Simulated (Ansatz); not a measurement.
# Hg: the cell at several levels of theory

Cell and atoms of Hg, database structure are relaxed in turn with PBE-D3(BJ) and r2SCAN+rVV10.

Code: Ansatz 0.2.0. PAW datasets, plane waves, zero pressure. Computed at 0 K without zero-point motion; spin polarisation is off.

**1. The structure to begin with**

Space group Fm-3m (No. 225), cubic; a = 4.784 Å in the conventional setting, 27.37 Å³ an atom. Hg has 12 Hg at 3.38 Å.

Coordinates:

```
Hg
1.0
     0.00000    2.39191    2.39191
     2.39191    0.00000    2.39191
     2.39191    2.39191    0.00000
Hg
1
Direct
  0.00000 0.00000 0.00000
```

**2. Relaxing with PBE-D3(BJ)**

input.yaml reads:

```yaml
crystal:
  lattice:
    - [0.0, 2.3919113801, 2.3919113801]
    - [2.3919113801, 0.0, 2.3919113801]
    - [2.3919113801, 2.3919113801, 0.0]
  atoms:
    - { symbol: Hg, position: [0.0, 0.0, 0.0] }
kpoints:
  mp_grid: { grid: [8, 8, 8] }
hamiltonian:
  xc: pbe
  dispersion: d3bj
scf:
  occupations: { method: fermi_dirac, width: 0.02 }
relax:
  f_tol: 0.005
  cell: {}
output:
  write_density: true
  write_potential: true
  elf: true
  volumetric_format: npy
```

On the command line:

```console
ansatz run input.yaml --threads 2 --pin off --max-ram 2211MiB --backend cpu --events-out ev --progress --plain --runs-dir out
```

After this run come: r2SCAN+rVV10: cell and atoms.

**Question.** What will these runs give? Wanted: for each run, a; volume; space group; SCF geometries.

**Answer**, as computed:

```
       level  a (Å)  volume (Å³/atom)  space group  SCF geometries
  PBE-D3(BJ)  4.748            26.757        Fm-3m               4
r2SCAN+rVV10  4.713            26.164        Fm-3m               4
```

**Reading.** From the start to the first minimum the volume moved by -2.2 %. The volume runs from r2SCAN+rVV10 (least) to PBE-D3(BJ) (most), a spread of 2.3 %, or 0.7 % in length if all axes shared it alike.
